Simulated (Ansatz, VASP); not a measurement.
## MgTe in VASP and in Ansatz

Contents of INCAR:

```
ALGO     = Normal         # electronic algorithm
EDIFF    = 1E-7           # SCF threshold, eV
ENCUT    = 520            # plane-wave cutoff, eV
GGA      = PE             # functional
ISIF     = 2              # what is computed and relaxed
ISMEAR   = -1             # smearing method
LASPH    = T              # aspherical terms in the spheres
LCHARG   = F              # write CHGCAR
LREAL    = F              # projectors in reciprocal space
LWAVE    = F              # write WAVECAR
NBANDS   = 16             # bands
NELM     = 60             # most SCF steps
PREC     = Accurate       # precision mode
SIGMA    = 0.05           # smearing width, eV
```

File KPOINTS:

```
k-points
0
Gamma
  7 7 4
```

POSCAR

```
MgTe
1.0
    4.4277292114      0.0000000000      0.0000000000
   -2.2138646057      3.8345259781      0.0000000000
    0.0000000000      0.0000000000      7.1803661769
Te Mg
2 2
Direct
    0.6666666667      0.3333333333      0.8850000000
    0.3333333333      0.6666666667      0.3850000000
    0.6666666667      0.3333333333      0.5000000000
    0.3333333333      0.6666666667      0.0000000000
```

The input input.yaml:

```yaml
crystal:
  lattice:
    - [4.4277292114, 0.0, 0.0]
    - [-2.2138646057, 3.8345259781, 0.0]
    - [0.0, 0.0, 7.1803661769]
  atoms:
    - { symbol: Te, position: [0.6666666667, 0.3333333333, 0.885] }
    - { symbol: Te, position: [0.3333333333, 0.6666666667, 0.385] }
    - { symbol: Mg, position: [0.6666666667, 0.3333333333, 0.5] }
    - { symbol: Mg, position: [0.3333333333, 0.6666666667, 0.0] }
hamiltonian:
  xc: pbe
  pseudopotentials: { kind: paw }
kpoints:
  mp_grid: { grid: [7, 7, 4] }
scf:
  occupations: { method: fermi_dirac, width: 0.05 }
output:
  forces: true
  stress: true
  eigenvalues: true
  write_density: true
  write_potential: true
  elf: true
  volumetric_format: npy
```

Change from the starting cell: volume scaled by 0.94.

Alike in both runs: task single point; functional PBE; k mesh 7 × 7 × 4; occupations fermi-dirac, width 0.05 eV; no spin polarisation.

|  | VASP | Ansatz |
| --- | --- | --- |
| version | VASP 6.6.1 | Ansatz 0.2.0 |
| potentials or method | VASP PAW PBE potentials, release 64 (Te, Mg) | Ansatz PAW |
| plane-wave cutoff (eV) | 520 | 420 |
| valence electrons in the cell | 16 | 52 |

Ansatz gave:

* gap on the k mesh at the Fermi level (eV): 2.86
* least direct gap on the mesh (eV): 2.86
* pressure (GPa): 5.4
* largest component of the traceless stress (GPa): 1.27
* rms of the force components (eV/Å): 0.156

Q: Estimate VASP's values.

A: gap on the k mesh at the Fermi level (eV): 2.85; least direct gap on the mesh (eV): 2.85; pressure (GPa): 5.5; largest component of the traceless stress (GPa): 1.28; rms of the force components (eV/Å): 0.157.

Atom by atom the forces differ by 0.001 eV/Å (rms over components). The two sets of potentials don't hold the same shells in valence.

Caveats: spin-orbit coupling is left out, which moves the levels of the heavy elements; an odd mesh through Γ misses points on the zone boundary, where band edges often lie (VASP); odd divisions of the mesh miss points on the zone boundary, where band edges often lie, so the gap on the mesh can be too wide (Ansatz).
